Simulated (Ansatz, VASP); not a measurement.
**Ti: VASP beside Ansatz**

```xyz
3
Lattice="4.5976 0.0000 0.0000 -2.2988 3.9817 0.0000 0.0000 0.0000 2.8450" Properties=species:S:1:pos:R:3 pbc="T T T"
Ti    2.2988    1.3272    1.4225
Ti    0.0000    2.6544    1.4225
Ti    0.0000    0.0000    0.0000
```

Change from the starting cell: volume scaled by 1.02.

Alike in both runs: task single point; functional PBEsol; k mesh 7 × 7 × 9; occupations fermi-dirac, width 0.05 eV; no spin polarisation.

```csv
,VASP,Ansatz
version,VASP 6.6.1,Ansatz 0.2.0
potentials or method,"VASP PAW PBE potentials, release 64 (Ti_sv)",Ansatz PAW
plane-wave cutoff (eV),520,420
valence electrons in the cell,36,36
```

Ansatz gave:

```
gap on the k mesh at the Fermi level (eV) : none
pressure (GPa)                            : -5.8
```

Q: Estimate VASP's values.

A: gap on the k mesh at the Fermi level (eV): none; pressure (GPa): -5.9.

A gap of «none» marks a metal or a gap that the smearing closes. The functional is the same, so the differences come from potentials, cutoffs and numerics.

Caveats: the PAW data sets were made with another functional, which shifts forces and pressure a little (VASP); the PAW data sets come from PBE, with cores solved anew for the run's functional, which leaves a small shift of forces and pressure (Ansatz).
